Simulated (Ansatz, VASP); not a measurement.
Cl in VASP and in Ansatz

Contents of INCAR:

```
SYSTEM = Cl
ALGO     = Normal         ! electronic algorithm
EDIFF    = 1E-6           ! SCF threshold, eV
ENCUT    = 520            ! plane-wave cutoff, eV
GGA      = CA             ! functional
ISIF     = 2              ! what is computed and relaxed
ISMEAR   = -1             ! smearing method
LASPH    = .TRUE.         ! aspherical terms in the spheres
LCHARG   = .FALSE.        ! write CHGCAR
LREAL    = .FALSE.        ! projectors in reciprocal space
LWAVE    = .FALSE.        ! write WAVECAR
NBANDS   = 14             ! bands
NELM     = 80             ! most SCF steps
PREC     = Accurate       ! precision mode
SIGMA    = 0.1            ! smearing width, eV
```

Contents of KPOINTS:

```
k-points
0
G
  15 15 8
  0 0 0
```

POSCAR

```
Cl
1.0
    2.9734575482      0.0000000000      0.0000000000
   -1.4867287740      2.5750897738      0.0000000000
    0.0000000000      0.0000000000      3.8682015056
Cl
2
Direct
    0.3333333333      0.6666666667      0.2500000000
    0.6666666667      0.3333333333      0.7500000000
```

Input for Ansatz:

```yaml
crystal:
  lattice:
    - [2.9734575482, 0.0, 0.0]
    - [-1.486728774, 2.5750897738, 0.0]
    - [0.0, 0.0, 3.8682015056]
  atoms:
    - { symbol: Cl, position: [0.3333333333, 0.6666666667, 0.25] }
    - { symbol: Cl, position: [0.6666666667, 0.3333333333, 0.75] }
kpoints:
  mp_grid: { grid: [15, 15, 8] }
scf:
  occupations: { method: fermi_dirac, width: 0.1 }
hamiltonian:
  xc: lda
  pseudopotentials: { kind: paw }
output:
  forces: true
  stress: true
  eigenvalues: true
  populations: true
```

Change from the starting cell: volume scaled by 0.76, PAW files.

Alike in both runs: task single point; functional LDA; k mesh 15 × 15 × 8; occupations fermi-dirac, width 0.1 eV; no spin polarisation.

|  | VASP | Ansatz |
| --- | --- | --- |
| version | VASP 6.6.1 | Ansatz 0.2.0 |
| potentials or method | VASP PAW LDA potentials, release 64 (Cl) | PAW with Ansatz's default frozen-core files, scalar-relativistic |
| plane-wave cutoff (eV) | 520 | 420 |
| valence electrons in the cell | 14 | 14 |

Ansatz gave:

```
pressure (GPa)                                  : 22.6
largest component of the traceless stress (GPa) : 0.06
```

Q: Which values does VASP return?

A: Pressure (GPa): 22.5; largest component of the traceless stress (GPa): 0.08.

Caveats: so large a pressure means that the cell lies far from this level's equilibrium, or that cutoff or potentials fall short (VASP).
